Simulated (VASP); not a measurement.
# Settings for Ga: density of states

Ga, C2/c (no. 15), 2 atoms in the cell. PBEsol; PAW potentials Ga_d (PBE set). VASP 6.6.1.

Wanted: density of states by 0.5 eV bins within 4 %; centre of the states within 12 eV below the valence top within 0.01 eV; states at the Fermi level within 4 %.

What the run is for: density of states; Accuracy asked: tight; k mesh of the density: 11 × 11 × 9.

POSCAR:
```
Ga
1.0
    1.3830000000     -4.0265000000      0.0000000000
    1.3830000000      4.0265000000      0.0000000000
   -0.1174474948      0.0000000000      3.3299294416
Ga
2
Direct
    0.1310000000      0.8690000000      0.7500000000
    0.8690000000      0.1310000000      0.2500000000
```

The series start from Plane-wave cutoff (eV): 330; k-point mesh: 14 × 14 × 11; Energy points (NEDOS): 2001; Occupations for the DOS: ISMEAR=-5; Electronic threshold (eV): 1e-6; Precision mode (PREC): Accurate. Each series keeps the choices made before it, and each single choice may use up half of a tolerance. Times cover all steps of a run.

## Plane-wave cutoff (eV)

| Plane-wave cutoff (eV) | Density of states by 0.5 eV bins, largest deviation against the largest value | Centre of the states within 12 eV below the valence top (eV) | States at the Fermi level (states/eV/atom) | Time (s) |
|---|---|---|---|---|
| 230 | 0.29 % | -4.582 | 0.3302 | 30 |
| 280 | 0.019 % | -4.582 | 0.3295 | 33 |
| 330 | 0.019 % | -4.582 | 0.3295 | 61 |
| 370 | 0.019 % | -4.582 | 0.3295 | 68 |
| 460 (reference) | 0 % | -4.582 | 0.3295 | 81 |

Chosen: 230, the loosest value from which every tighter one stays within half of the tolerance.

## k-point mesh

| k-point mesh | Density of states by 0.5 eV bins, largest deviation against the largest value | Centre of the states within 12 eV below the valence top (eV) | States at the Fermi level (states/eV/atom) | Time (s) |
|---|---|---|---|---|
| 6 × 6 × 5 | 18 % | -4.465 | 0.3374 | 15 |
| 7 × 7 × 6 | 20 % | -4.534 | 0.3639 | 15 |
| 9 × 9 × 7 | 5.7 % | -4.566 | 0.3673 | 17 |
| 11 × 11 × 9 | 6.4 % | -4.572 | 0.3342 | 19 |
| 14 × 14 × 11 | 4.3 % | -4.582 | 0.3302 | 30 |
| 17 × 17 × 13 | 2.4 % | -4.589 | 0.3413 | 46 |
| 21 × 21 × 16 | 0.89 % | -4.593 | 0.3406 | 67 |
| 25 × 25 × 19 (reference) | 0 % | -4.594 | 0.3389 | 108 |

Chosen: 21 × 21 × 16.

## Energy points (NEDOS)

| Energy points (NEDOS) | Density of states by 0.5 eV bins, largest deviation against the largest value | Centre of the states within 12 eV below the valence top (eV) | States at the Fermi level (states/eV/atom) | Time (s) |
|---|---|---|---|---|
| 301 | 0.31 % | -4.611 | 0.3417 | 65 |
| 501 | 0.078 % | -4.592 | 0.3411 | 68 |
| 1001 | 0.039 % | -4.593 | 0.3406 | 62 |
| 2001 | 0.019 % | -4.593 | 0.3406 | 67 |
| 4001 (reference) | 0 % | -4.590 | 0.3406 | 64 |

Chosen: 501.

## Occupations for the DOS

| Occupations for the DOS | Density of states by 0.5 eV bins, largest deviation against the largest value | Centre of the states within 12 eV below the valence top (eV) | States at the Fermi level (states/eV/atom) | Time (s) |
|---|---|---|---|---|
| ISMEAR=-5 | 0 % | -4.592 | 0.3411 | 68 |
| ISMEAR=-4 | 0 % | -4.592 | 0.3411 | 60 |
| ISMEAR=0 SIGMA=0.05 | 3.6 % | -4.588 | 0.3485 | 52 |
| ISMEAR=0 SIGMA=0.1 | 3.5 % | -4.585 | 0.3419 | 54 |
| ISMEAR=-15 SIGMA=0.025 | 0.019 % | -4.592 | 0.3411 | 66 |
| ISMEAR=1 SIGMA=0.1 | 3.5 % | -4.589 | 0.3447 | 54 |

Chosen: ISMEAR=-5; no other choice that stays within half of the tolerance saves 30 % of the time.

## Electronic threshold (eV)

| Electronic threshold (eV) | Density of states by 0.5 eV bins, largest deviation against the largest value | Centre of the states within 12 eV below the valence top (eV) | States at the Fermi level (states/eV/atom) | Time (s) |
|---|---|---|---|---|
| 0.001 | 0.019 % | -4.593 | 0.341 | 52 |
| 0.0001 | 0.019 % | -4.593 | 0.341 | 56 |
| 1e-5 | 0.019 % | -4.593 | 0.341 | 59 |
| 1e-6 (reference) | 0 % | -4.592 | 0.3411 | 68 |

Chosen: 0.001.

## Precision mode (PREC)

| Precision mode (PREC) | Density of states by 0.5 eV bins, largest deviation against the largest value | Centre of the states within 12 eV below the valence top (eV) | States at the Fermi level (states/eV/atom) | Time (s) |
|---|---|---|---|---|
| Normal | 0.019 % | -4.593 | 0.3411 | 38 |
| Accurate (reference) | 0 % | -4.593 | 0.341 | 52 |

Chosen: Normal.

## All choices together

| Input | Density of states by 0.5 eV bins, largest deviation against the largest value | Centre of the states within 12 eV below the valence top (eV) | States at the Fermi level (states/eV/atom) | Time (s) |
|---|---|---|---|---|
| defaults for smearing, thresholds and mesh (naive) | 42 % | -4.765 | 0.2438 | 26 |
| chosen settings | 1.1 % | -4.593 | 0.3411 | 38 |
| reference settings throughout | 0 % | -4.592 | 0.338 | 278 |

The tolerance is met.

## The input

INCAR.step1:
```
SYSTEM = Ga
GGA = PS ; ISMEAR = 1
SIGMA = 0.1 ; LWAVE = .False.
LCHARG = .True. ; NBANDS = 29
PREC = Normal ; LASPH = .True.
LREAL = .False. ; ALGO = Normal
EDIFF = 0.001 ; NELM = 120
GGA_COMPAT = .False. ; ENCUT = 230
KPAR = 8
```

INCAR.step2, as INCAR.step1 but for:
```
- ISMEAR = 1
- SIGMA = 0.1
- LCHARG = .True.
+ ISMEAR = -5
+ LCHARG = .False.
+ NEDOS = 501
+ LORBIT = 11
+ EMIN = -11.4385
+ EMAX = 13.5615
+ ICHARG = 11
```

KPOINTS.step1:
```
k-points
0
Gamma
  11 11 9
```

KPOINTS.step2:
```
Automatic mesh
0
Gamma
  21 21 16
  0 0 0
```

Commands (each step's output is kept before the next begins):
```
cat potpaw_PBE.64/Ga_d/POTCAR > POTCAR
cp INCAR.step1 INCAR
cp KPOINTS.step1 KPOINTS
mpirun -np 8 vasp_std > vasp.out
cp INCAR.step2 INCAR
cp KPOINTS.step2 KPOINTS
mpirun -np 8 vasp_std > vasp.out
```

The chosen input took VASP 6.6.1 38 s on 8 cores (Intel Xeon 6975P-C (Granite Rapids)), a shared host.

## An input that fails: tetrahedra on too few k points

VASP's message: IBZKPT: tetrahedron method fails for NKPT<4. NKPT = 1.

k mesh: 14 × 14 × 11 becomes 1 × 1 × 1.

Changes against the starting input:
```
(step 2)
- NELM = 120
- KPAR = 8
+ NELM = 64
```
